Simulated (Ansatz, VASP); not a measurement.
# ZrC: VASP beside Ansatz

Contents of INCAR:

```
  PREC = Accurate
  ENCUT = 520
  EDIFF = 1E-7
  ISMEAR = -1
  SIGMA = 0.05
  LREAL = F
  LASPH = T
  NELM = 100
  ALGO = Normal
  ISIF = 2
  LWAVE = F
  LCHARG = F
  GGA = PS
  NBANDS = 15
```

Contents of KPOINTS:

```
regular mesh
0
Gamma
  10 10 10
```

The input POSCAR:

```
ZrC
1.0
    0.0000000000      2.3330366223      2.3330366223
    2.3330366223      0.0000000000      2.3330366223
    2.3330366223      2.3330366223      0.0000000000
Zr C
1 1
Direct
    0.5000000000      0.5000000000      0.5000000000
    0.0000000000      0.0000000000      0.0000000000
```

input.yaml

```yaml
crystal:
  lattice:
    - [0.0, 2.3330366223, 2.3330366223]
    - [2.3330366223, 0.0, 2.3330366223]
    - [2.3330366223, 2.3330366223, 0.0]
  atoms:
    - { symbol: Zr, position: [0.5, 0.5, 0.5] }
    - { symbol: C, position: [0.0, 0.0, 0.0] }
hamiltonian:
  xc: pbesol
  pseudopotentials: { kind: paw }
kpoints:
  mp_grid: { grid: [10, 10, 10] }
scf:
  occupations: { method: fermi_dirac, width: 0.05 }
output:
  forces: true
  stress: true
  eigenvalues: true
```

Change from the starting cell: volume scaled by 0.96.

Alike in both runs: task single point; functional PBEsol; k mesh 10 × 10 × 10; occupations fermi-dirac, width 0.05 eV; no spin polarisation.

|  | VASP | Ansatz |
| --- | --- | --- |
| version | VASP 6.6.1 | Ansatz 0.2.0 |
| potentials or method | VASP PAW PBE potentials, release 64 (Zr_sv, C) | Ansatz PAW |
| plane-wave cutoff (eV) | 520 | 420 |
| valence electrons in the cell | 16 | 16 |

```csv
,VASP,Ansatz,Ansatz less VASP
gap on the k mesh at the Fermi level (eV),none,none,-
pressure (GPa),0.8,0.4,-0.39
```

A gap of «none» marks a metal or a gap that the smearing closes. With one functional, cell and mesh, what is left measures potentials, basis and numerics.

Caveats: the PAW data sets were made with another functional, which shifts forces and pressure a little (VASP); the PAW data sets come from PBE, with cores solved anew for the run's functional, which leaves a small shift of forces and pressure (Ansatz).
